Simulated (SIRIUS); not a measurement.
# Ta (Im-3m) in SIRIUS: notebook

The runs below take Ta through equation of state, with PBEsol.

Program: SIRIUS 7.12.0. These are calculated values, not measurements. Logs are shortened: lines on timing, memory, paths and dates and some standing lists are left out, and cuts for length are marked. The log counts tension as positive stress, the text compression.

**What was measured.**

From “Refinement of the equation of state of tantalum”, 2004, arxiv:cond-mat/0403080, for a bulk crystal of Ta: bulk modulus 194 GPa.

The runs below are set against these values where they give the same quantity.

## Step 1: The structure

Symmetry: Im-3m, No. 229, cubic system. The conventional cell has a = 3.303 Å, b = 3.303 Å, c = 3.303 Å, α = 90.00°, β = 90.00°, γ = 90.00°. Ta (site symmetry m-3m) has 8 Ta at 2.86 Å as nearest neighbours.

## Step 2: Equation of state, PBEsol, 16.93 Å³/atom (volume scaled by 0.94)

sirius.json

```json
{
  "control": {
    "processing_unit": "cpu",
    "std_evp_solver_name": "lapack",
    "gen_evp_solver_name": "lapack",
    "verbosity": 2,
    "print_forces": false,
    "ortho_rf": true,
    "use_second_variation": true,
    "rmt_max": 3.0,
    "num_bands_to_print": 22,
    "save_wf": true
  },
  "parameters": {
    "electronic_structure_method": "full_potential_lapwlo",
    "xc_functionals": ["XC_GGA_X_PBE_SOL", "XC_GGA_C_PBE_SOL"],
    "core_relativity": "dirac",
    "valence_relativity": "iora",
    "num_fv_states": 22,
    "smearing": "fermi_dirac",
    "smearing_width": 0.0018374661,
    "pw_cutoff": 20,
    "gk_cutoff": 3.54,
    "lmax_apw": 11,
    "lmax_rho": 8,
    "lmax_pot": 8,
    "num_mag_dims": 0,
    "auto_rmt": 0,
    "ngridk": [11, 11, 11],
    "shiftk": [0, 0, 0],
    "num_dft_iter": 80,
    "energy_tol": 1e-07,
    "density_tol": 1e-05,
    "use_symmetry": true
  },
  "settings": {"tol_ne": 1e-10},
  "iterative_solver": {"type": "exact"},
  "mixer": {"type": "anderson", "beta": 0.5, "max_history": 8},
  "unit_cell": {
    "lattice_vectors": [
      [-3.0567660819, 3.0567660819, 3.0567660819],
      [3.0567660819, -3.0567660819, 3.0567660819],
      [3.0567660819, 3.0567660819, -3.0567660819]
    ],
    "atom_types": ["Ta"],
    "atom_files": {"Ta": "Ta.json"},
    "atoms": {"Ta": [[0.0, 0.0, 0.0]]}
  }
}
```

Ta.json

```json
{
  "name": "tantalum",
  "symbol": "Ta",
  "number": 73,
  "mass": 180.94788,
  "rmin": 1e-06,
  "rmt": 2.6,
  "nrmt": 800,
  "rinf": 15.8,
  "core": "1s2s2p3s3p3d4s4p4d",
  "valence": [
    {"basis": [{"enu": 0.23, "dme": 0, "n": 0, "auto": 0}, {"enu": 0.23, "dme": 1, "n": 0, "auto": 0}]},
    {"l": 0, "n": 1, "basis": [{"enu": 0.33, "dme": 0, "n": 0, "auto": 0}]},
    {"l": 1, "n": 2, "basis": [{"enu": 0.33, "dme": 0, "n": 0, "auto": 0}]},
    {"l": 2, "n": 3, "basis": [{"enu": 0.33, "dme": 0, "n": 0, "auto": 0}]},
    {"l": 3, "n": 4, "basis": [{"enu": 0.33, "dme": 0, "n": 0, "auto": 0}]},
    {"l": 4, "n": 5, "basis": [{"enu": 0.33, "dme": 0, "n": 0, "auto": 0}]}
  ],
  "lo": [
    {"l": 0, "basis": [{"enu": 0.33, "dme": 0, "n": 0, "auto": 0}, {"enu": 0.33, "dme": 1, "n": 0, "auto": 0}]},
    {
      "l": 0,
      "basis": [{"enu": -2.2072, "dme": 0, "n": 5, "auto": 1}, {"enu": -2.2072, "dme": 1, "n": 5, "auto": 1}]
    },
    {
      "l": 0,
      "basis": [{"enu": -2.2072, "dme": 1, "n": 5, "auto": 1}, {"enu": 0.33, "dme": 0, "n": 0, "auto": 0}]
    },
    {"l": 0, "basis": [{"enu": 0.33, "dme": 0, "n": 0, "auto": 0}, {"enu": 2.6969, "dme": 0, "n": 0, "auto": 0}]},
    {"l": 1, "basis": [{"enu": 0.33, "dme": 0, "n": 0, "auto": 0}, {"enu": 0.33, "dme": 1, "n": 0, "auto": 0}]},
    {
      "l": 1,
      "basis": [{"enu": -0.9803, "dme": 0, "n": 5, "auto": 1}, {"enu": -0.9803, "dme": 1, "n": 5, "auto": 1}]
    },
    {
      "l": 1,
      "basis": [{"enu": -0.9803, "dme": 1, "n": 5, "auto": 1}, {"enu": 0.33, "dme": 0, "n": 0, "auto": 0}]
    },
    {"l": 1, "basis": [{"enu": 0.33, "dme": 0, "n": 0, "auto": 0}, {"enu": 3.0519, "dme": 0, "n": 0, "auto": 0}]},
    {"l": 2, "basis": [{"enu": 0.33, "dme": 0, "n": 0, "auto": 0}, {"enu": 0.33, "dme": 1, "n": 0, "auto": 0}]},
    {"l": 2, "basis": [{"enu": 0.33, "dme": 1, "n": 0, "auto": 0}, {"enu": 0.33, "dme": 2, "n": 0, "auto": 0}]},
    {"l": 2, "basis": [{"enu": 0.33, "dme": 0, "n": 0, "auto": 0}, {"enu": 2.6377, "dme": 0, "n": 0, "auto": 0}]},
    {"l": 3, "basis": [{"enu": 0.33, "dme": 0, "n": 0, "auto": 0}, {"enu": 0.33, "dme": 1, "n": 0, "auto": 0}]},
    {
      "l": 3,
      "basis": [{"enu": -0.4547, "dme": 0, "n": 4, "auto": 1}, {"enu": -0.4547, "dme": 1, "n": 4, "auto": 1}]
    },
    {
      "l": 3,
      "basis": [{"enu": -0.4547, "dme": 1, "n": 4, "auto": 1}, {"enu": 0.33, "dme": 0, "n": 0, "auto": 0}]
    },
    {"l": 3, "basis": [{"enu": 0.33, "dme": 0, "n": 0, "auto": 0}, {"enu": 3.762, "dme": 0, "n": 0, "auto": 0}]},
    {"l": 4, "basis": [{"enu": 0.33, "dme": 0, "n": 0, "auto": 0}, {"enu": 0.33, "dme": 1, "n": 0, "auto": 0}]},
    {"l": 4, "basis": [{"enu": 0.33, "dme": 0, "n": 0, "auto": 0}, {"enu": 3.1702, "dme": 0, "n": 0, "auto": 0}]}
  ],
  "free_atom": [... radial grid and density of the free atom, the start of the SCF ...]
}
```

sirius_start.json

```json
{
  "control": {
    "processing_unit": "cpu",
    "std_evp_solver_name": "lapack",
    "gen_evp_solver_name": "lapack",
    "verbosity": 1,
    "print_forces": false,
    "ortho_rf": true,
    "use_second_variation": true,
    "rmt_max": 3.0,
    "num_bands_to_print": 22,
    "save_wf": false
  },
  "parameters": {
    "electronic_structure_method": "full_potential_lapwlo",
    "xc_functionals": ["XC_LDA_X", "XC_LDA_C_PW"],
    "core_relativity": "dirac",
    "valence_relativity": "iora",
    "num_fv_states": 22,
    "smearing": "fermi_dirac",
    "smearing_width": 0.0055123983,
    "pw_cutoff": 20,
    "gk_cutoff": 2.83,
    "lmax_apw": 11,
    "lmax_rho": 8,
    "lmax_pot": 8,
    "num_mag_dims": 0,
    "auto_rmt": 0,
    "ngridk": [4, 4, 4],
    "shiftk": [0, 0, 0],
    "num_dft_iter": 30,
    "energy_tol": 0.01,
    "density_tol": 0.05,
    "use_symmetry": true
  },
  "settings": {"tol_ne": 1e-10},
  "iterative_solver": {"type": "exact"},
  "mixer": {"type": "anderson", "beta": 0.5, "max_history": 8},
  "unit_cell": {
    "lattice_vectors": [
      [-3.0567660819, 3.0567660819, 3.0567660819],
      [3.0567660819, -3.0567660819, 3.0567660819],
      [3.0567660819, 3.0567660819, -3.0567660819]
    ],
    "atom_types": ["Ta"],
    "atom_files": {"Ta": "Ta.json"},
    "atoms": {"Ta": [[0.0, 0.0, 0.0]]}
  }
}
```

Potentials or basis: all-electron FP-LAPW, apw+lo standard.

Command:

```
OMP_NUM_THREADS=1 sirius.scf --input=sirius_start.json --output=start.json
OMP_NUM_THREADS=1 sirius.scf --input=sirius.json --output=output.json --task=1
```

Log:

```text
[info] SIRIUS version : 7.12.0
[info] number of MPI ranks           : 1
[info] MPI grid                      : 1 1
[info] maximum number of OMP threads : 1
[fft] FFT context for density and potential
[fft] =====================================
[fft]   plane wave cutoff                     : 20
[fft]   grid size                             : 36 36 36   total : 46656
[fft]   grid limits                           : -17 18   -17 18   -17 18
[fft]   number of G-vectors within the cutoff : 15587
[fft]   number of G-shells                    : 423
[fft] FFT context for coarse grid
[fft] =====================================
[fft]   plane wave cutoff                     : 7.08
[fft]   grid size                             : 15 15 15   total : 3375
[fft]   grid limits                           : -7 7   -7 7   -7 7
[fft]   number of G-vectors within the cutoff : 675
[fft]   number of G-shells                    : 28
[unit cell] lattice vectors
[unit cell]   a1 :      -3.0567660819      3.0567660819      3.0567660819
[unit cell]   a2 :       3.0567660819     -3.0567660819      3.0567660819
[unit cell]   a3 :       3.0567660819      3.0567660819     -3.0567660819
[unit cell] reciprocal lattice vectors
[unit cell]   b1 :      -0.0000000000      1.0277504295      1.0277504295
[unit cell]   b2 :       1.0277504295     -0.0000000000      1.0277504295
[unit cell]   b3 :       1.0277504295      1.0277504295     -0.0000000000
[unit cell] unit cell volume :       114.24747450 [a.u.^3]
[unit cell] 1/sqrt(omega)    :         0.09355709
[unit cell] MT volume        :        73.62217664 (64.44%)
[unit cell] IT volume        :        40.62529787 (35.56%)
[unit cell] number of atom types : 1
[unit cell] type id : 0 symbol : Ta mt_radius :   2.600000 num_atoms : 1
[unit cell] total number of atoms : 1
[unit cell] number of symmetry classes : 1
[unit cell] atom id  type id  class id             position                      vector_field
[unit cell] ------------------------------------------------------------------------------------------
[unit cell]      0        0        0      0.00000   0.00000   0.00000      0.00000   0.00000   0.00000
[unit cell] atom id         position (Cartesian, a.u.)
[unit cell] ---------------------------------------------
[unit cell]      0       0.000000    0.000000    0.000000
[unit cell] class id : 0 atom id : 0
[... 314 lines left out ...]
[generate_radial_functions] {l: 3, n: 4, enu: -0.252424, dme: 1, auto: 1}
[generate_radial_functions] {l: 3, n: 4, enu: -0.252424, dme: 1, auto: 1}
[diagonalize] Lowest band energies
[diagonalize] ik:    0   -2.027484   -0.770903   -0.770903   -0.770903   -0.254301   -0.254301   -0.254301   -0.251839   -0.251839   -0.251839   -0.249758    0.134123    0.459027    0.459027    0.459027    0.587443    0.587443    0.979403    0.979403    0.979403    1.423779    1.423779
[diagonalize] ik:    1   -2.027044   -0.775520   -0.772304   -0.770936   -0.254228   -0.254139   -0.254124   -0.252006   -0.251900   -0.251888   -0.249991    0.148606    0.449677    0.455899    0.473446    0.573252    0.587492    0.992267    1.004067    1.017542    1.324839    1.369102
[diagonalize] ik:    2   -2.025859   -0.787506   -0.776013   -0.771027   -0.254062   -0.253701   -0.253652   -0.252407   -0.252138   -0.251989   -0.250460    0.187315    0.427149    0.441240    0.515478    0.559589    0.589664    1.012410    1.072204    1.086210    1.234858    1.285926
[diagonalize] ik:    3   -2.024298   -0.802449   -0.780780   -0.771151   -0.253932   -0.253300   -0.253118   -0.252638   -0.252616   -0.252027   -0.250815    0.233590    0.401770    0.426932    0.568502    0.581032    0.597383    0.983855    1.057022    1.172170    1.244023    1.316774
[diagonalize] ik:    4   -2.022854   -0.815525   -0.785075   -0.771270   -0.253921   -0.253619   -0.253225   -0.252577   -0.252095   -0.251966   -0.250960    0.259092    0.381363    0.448319    0.584247    0.610812    0.661127    0.922483    0.970009    1.189265    1.292083    1.330992
[diagonalize] ...
[diagonalize] ik:   51   -2.019089   -0.811685   -0.805114   -0.794372   -0.254174   -0.253505   -0.253351   -0.252974   -0.251775   -0.251596   -0.251295    0.314043    0.324508    0.486899    0.587291    0.673701    0.811440    0.837255    0.912691    1.196365    1.243474    1.288160
[diagonalize] ik:   52   -2.019246   -0.807136   -0.801129   -0.801129   -0.254001   -0.253579   -0.253106   -0.253106   -0.251834   -0.251549   -0.251549    0.313433    0.318982    0.560528    0.560528    0.642582    0.654341    0.981567    0.981567    1.099305    1.290036    1.323599
[diagonalize] ik:   53   -2.018576   -0.809942   -0.803962   -0.801831   -0.254353   -0.253488   -0.253276   -0.253179   -0.251577   -0.251353   -0.251308    0.298637    0.305655    0.579945    0.580284    0.695351    0.732533    0.872023    0.900992    1.144803    1.279043    1.300331
[diagonalize] ik:   54   -2.018254   -0.808172   -0.808172   -0.802307   -0.254520   -0.253372   -0.253372   -0.253267   -0.251365   -0.251365   -0.251188    0.293566    0.293566    0.579080    0.665815    0.665815    0.818197    0.818197    0.825360    1.129415    1.298206    1.298206
[diagonalize] ik:   55   -2.017943   -0.807677   -0.806849   -0.806849   -0.254673   -0.253408   -0.253336   -0.253336   -0.251236   -0.251196   -0.251196    0.282877    0.284955    0.662603    0.662603    0.695081    0.748410    0.819130    0.819130    1.076324    1.314352    1.323561
[generate_core_charge_density] atom class : 0
[generate_core_charge_density]   n,l,k : 1 0 1  energy :       -2470.95563804
[generate_core_charge_density]   n,l,k : 2 0 1  energy :        -423.73564914
[generate_core_charge_density]   n,l,k : 2 1 1  energy :        -404.93504699
[generate_core_charge_density]   n,l,k : 2 1 2  energy :        -358.27631221
[generate_core_charge_density]   n,l,k : 3 0 1  energy :         -96.55765240
[generate_core_charge_density]   n,l,k : 3 1 1  energy :         -88.20624478
[generate_core_charge_density]   n,l,k : 3 1 2  energy :         -78.16208780
[generate_core_charge_density]   n,l,k : 3 2 2  energy :         -64.06446969
[generate_core_charge_density]   n,l,k : 3 2 3  energy :         -61.87614731
[generate_core_charge_density]   n,l,k : 4 0 1  energy :         -19.15501753
[generate_core_charge_density]   n,l,k : 4 1 1  energy :         -15.71413981
[generate_core_charge_density]   n,l,k : 4 1 2  energy :         -13.39787416
[generate_core_charge_density]   n,l,k : 4 2 2  energy :          -7.74550045
[generate_core_charge_density]   n,l,k : 4 2 3  energy :          -7.31995502
[find] Total energy                   :  -15621.47773504 (Ha),  -31242.95547009 (Ry)
[find] iteration : 1, RMS (target) : 1.5848e-01 (1.0000e-05) , energy difference (target) : -8.9102e-06 (1.0000e-07)
[find] Total energy                   :  -15621.47770629 (Ha),  -31242.95541258 (Ry)
[... 15 lines left out ...]
[find] valence_eval_sum               :     -10.21460789
[find] core_eval_sum                  :   -9539.53358346
[find] kinetic energy                 :   17535.27960031
[find] enuc                           :  -19507.36044385
[find] <rho|V^{XC}>                   :    -412.19172850
[find] <rho|E^{XC}>                   :    -312.97901090
[find] <mag|B^{XC}>                   :       0.00000000
[find] <rho|V^{H}>                    :  -26672.83606316
[find] smearing (-TS)                 :      -0.00023183
[find] SCF correction                 :       0.00016244
[find] Total energy                   :  -15621.47772357 (Ha),  -31242.95544715 (Ry)
[find] Free energy (E-TS)             :  -15621.47795540 (Ha),  -31242.95591081 (Ry)
[find] band gap (eV)                  :       0.00000000
[find] Efermi                         :       0.44648666
[find] iteration : 5, RMS (target) : 4.1200e-06 (1.0000e-05) , energy difference (target) : 6.0551e-08 (1.0000e-07)
[find] converged after 6 SCF iterations!
[find] Charges and magnetic moments
[find] --------------------------------------------------------------------------------
[find] atom      charge    core leakage
[find] --------------------------------------------------------------------------------
[find]    0   71.378271    8.416472e-07
[find] total core leakage    : 8.41647245e-07
[find] interstitial charge   : 1.621725
[find] total charge          : 72.999996
[find] Energy
[find] --------------------------------------------------------------------------------
[find] valence_eval_sum               :     -10.21460789
[find] core_eval_sum                  :   -9539.53358346
[find] kinetic energy                 :   17535.27960031
[find] enuc                           :  -19507.36044385
[find] <rho|V^{XC}>                   :    -412.19172850
[find] <rho|E^{XC}>                   :    -312.97901090
[find] <mag|B^{XC}>                   :       0.00000000
[find] <rho|V^{H}>                    :  -26672.83606316
[find] smearing (-TS)                 :      -0.00023183
[find] SCF correction                 :       0.00016244
[find] Total energy                   :  -15621.47772357 (Ha),  -31242.95544715 (Ry)
[find] Free energy (E-TS)             :  -15621.47795540 (Ha),  -31242.95591081 (Ry)
[find] band gap (eV)                  :       0.00000000
[find] Efermi                         :       0.44648666
```

It took 37 s on 1 thread of Arm Neoverse V1, shared host; peak memory 0.33 GiB.

What came out:

```
Free energy                                       : -425082.0704 eV
Band gap on the k mesh                            : none (metal or under the smearing width)
All electrons inside the program's atomic spheres : Ta 71.38 (radii Ta 2.6 bohr)
```

## Step 3: Equation of state, PBEsol, 17.29 Å³/atom (volume scaled by 0.96)

sirius.json, as its differences from that of step 2:

```diff
@@ -40,5 +40,5 @@
     "lattice_vectors": [
-      [-3.0567660819, 3.0567660819, 3.0567660819],
-      [3.0567660819, -3.0567660819, 3.0567660819],
-      [3.0567660819, 3.0567660819, -3.0567660819]
+      [-3.0782933128, 3.0782933128, 3.0782933128],
+      [3.0782933128, -3.0782933128, 3.0782933128],
+      [3.0782933128, 3.0782933128, -3.0782933128]
     ],
```

Ta.json

```json
{
  "name": "tantalum",
  "symbol": "Ta",
  "number": 73,
  "mass": 180.94788,
  "rmin": 1e-06,
  "rmt": 2.6,
  "nrmt": 800,
  "rinf": 15.8,
  "core": "1s2s2p3s3p3d4s4p4d",
  "valence": [
    {"basis": [{"enu": 0.22, "dme": 0, "n": 0, "auto": 0}, {"enu": 0.22, "dme": 1, "n": 0, "auto": 0}]},
    {"l": 0, "n": 1, "basis": [{"enu": 0.32, "dme": 0, "n": 0, "auto": 0}]},
    {"l": 1, "n": 2, "basis": [{"enu": 0.32, "dme": 0, "n": 0, "auto": 0}]},
    {"l": 2, "n": 3, "basis": [{"enu": 0.32, "dme": 0, "n": 0, "auto": 0}]},
    {"l": 3, "n": 4, "basis": [{"enu": 0.32, "dme": 0, "n": 0, "auto": 0}]},
    {"l": 4, "n": 5, "basis": [{"enu": 0.32, "dme": 0, "n": 0, "auto": 0}]}
  ],
  "lo": [
    {"l": 0, "basis": [{"enu": 0.32, "dme": 0, "n": 0, "auto": 0}, {"enu": 0.32, "dme": 1, "n": 0, "auto": 0}]},
    {
      "l": 0,
      "basis": [{"enu": -2.2172, "dme": 0, "n": 5, "auto": 1}, {"enu": -2.2172, "dme": 1, "n": 5, "auto": 1}]
    },
    {
      "l": 0,
      "basis": [{"enu": -2.2172, "dme": 1, "n": 5, "auto": 1}, {"enu": 0.32, "dme": 0, "n": 0, "auto": 0}]
    },
    {"l": 0, "basis": [{"enu": 0.32, "dme": 0, "n": 0, "auto": 0}, {"enu": 2.6869, "dme": 0, "n": 0, "auto": 0}]},
    {"l": 1, "basis": [{"enu": 0.32, "dme": 0, "n": 0, "auto": 0}, {"enu": 0.32, "dme": 1, "n": 0, "auto": 0}]},
    {
      "l": 1,
      "basis": [{"enu": -0.9903, "dme": 0, "n": 5, "auto": 1}, {"enu": -0.9903, "dme": 1, "n": 5, "auto": 1}]
    },
    {
      "l": 1,
      "basis": [{"enu": -0.9903, "dme": 1, "n": 5, "auto": 1}, {"enu": 0.32, "dme": 0, "n": 0, "auto": 0}]
    },
    {"l": 1, "basis": [{"enu": 0.32, "dme": 0, "n": 0, "auto": 0}, {"enu": 3.0419, "dme": 0, "n": 0, "auto": 0}]},
    {"l": 2, "basis": [{"enu": 0.32, "dme": 0, "n": 0, "auto": 0}, {"enu": 0.32, "dme": 1, "n": 0, "auto": 0}]},
    {"l": 2, "basis": [{"enu": 0.32, "dme": 1, "n": 0, "auto": 0}, {"enu": 0.32, "dme": 2, "n": 0, "auto": 0}]},
    {"l": 2, "basis": [{"enu": 0.32, "dme": 0, "n": 0, "auto": 0}, {"enu": 2.6277, "dme": 0, "n": 0, "auto": 0}]},
    {"l": 3, "basis": [{"enu": 0.32, "dme": 0, "n": 0, "auto": 0}, {"enu": 0.32, "dme": 1, "n": 0, "auto": 0}]},
    {
      "l": 3,
      "basis": [{"enu": -0.4647, "dme": 0, "n": 4, "auto": 1}, {"enu": -0.4647, "dme": 1, "n": 4, "auto": 1}]
    },
    {
      "l": 3,
      "basis": [{"enu": -0.4647, "dme": 1, "n": 4, "auto": 1}, {"enu": 0.32, "dme": 0, "n": 0, "auto": 0}]
    },
    {"l": 3, "basis": [{"enu": 0.32, "dme": 0, "n": 0, "auto": 0}, {"enu": 3.752, "dme": 0, "n": 0, "auto": 0}]},
    {"l": 4, "basis": [{"enu": 0.32, "dme": 0, "n": 0, "auto": 0}, {"enu": 0.32, "dme": 1, "n": 0, "auto": 0}]},
    {"l": 4, "basis": [{"enu": 0.32, "dme": 0, "n": 0, "auto": 0}, {"enu": 3.1602, "dme": 0, "n": 0, "auto": 0}]}
  ],
  "free_atom": [... radial grid and density of the free atom, the start of the SCF ...]
}
```

sirius_start.json, as its differences from that of step 2:

```diff
@@ -40,5 +40,5 @@
     "lattice_vectors": [
-      [-3.0567660819, 3.0567660819, 3.0567660819],
-      [3.0567660819, -3.0567660819, 3.0567660819],
-      [3.0567660819, 3.0567660819, -3.0567660819]
+      [-3.0782933128, 3.0782933128, 3.0782933128],
+      [3.0782933128, -3.0782933128, 3.0782933128],
+      [3.0782933128, 3.0782933128, -3.0782933128]
     ],
```

Potentials or basis: all-electron FP-LAPW, apw+lo standard.

Command:

```
OMP_NUM_THREADS=1 sirius.scf --input=sirius_start.json --output=start.json
OMP_NUM_THREADS=1 sirius.scf --input=sirius.json --output=output.json --task=1
```

Wall time 40 s (1 thread of Arm Neoverse V1, shared host); peak memory 0.34 GiB.

Results (log left out):

```
Free energy                                       : -425082.0851 eV
Band gap on the k mesh                            : none (metal or under the smearing width)
All electrons inside the program's atomic spheres : Ta 71.32 (radii Ta 2.6 bohr)
```

(Part 1 of 3 ends here.)
